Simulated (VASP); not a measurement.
## Mo: elastic constants with LDA

The system is Mo.

```
Mo
1.0
    -1.55801    1.55801    1.55801
     1.55801   -1.55801    1.55801
     1.55801    1.55801   -1.55801
Mo
1
Cartesian
  -1.5580 1.5580 1.5580
```

The cell was built by a generator and needn't be a form met in nature.

```
Program                   : VASP 6.6.1
Task                      : elastic constants
Functional                : LDA
Potentials or basis       : VASP PAW LDA potentials, release 64 (Mo_sv)
Cutoff                    : 600 eV
k mesh                    : 24 × 24 × 24
Occupations               : methfessel-paxton, width 0.2 eV
Spin                      : no spin polarisation
Ions in elastic constants : relaxed
Further INCAR settings    : ALGO = Normal; EDIFF = 1e-08; IBRION = 6; POTIM = 0.015; NSW = 1; ISIF = 3
```

```yaml
Elastic_constants_C11_C12_C44: 509, 184, 106 GPa
Voigt_bulk_modulus: 293 GPa
```

Elastic tensor in Voigt notation (GPa, in the Cartesian axes of the cell as first typed):
```
509 184 184   0   0   0
184 509 184   0   0   0
184 184 509   0   0   0
  0   0   0 106   0   0
  0   0   0   0 106   0
  0   0   0   0   0 106
```

Clamped-ion elastic tensor (GPa):
```
509 184 184   0   0   0
184 509 184   0   0   0
184 184 509   0   0   0
  0   0   0 106   0   0
  0   0   0   0 106   0
  0   0   0   0   0 106
```

Run time: 6 min on 8 MPI ranks on Intel(R) Xeon(R) Platinum 8488C (Sapphire Rapids), with other jobs on the host, peak memory 1.2 GiB a rank.
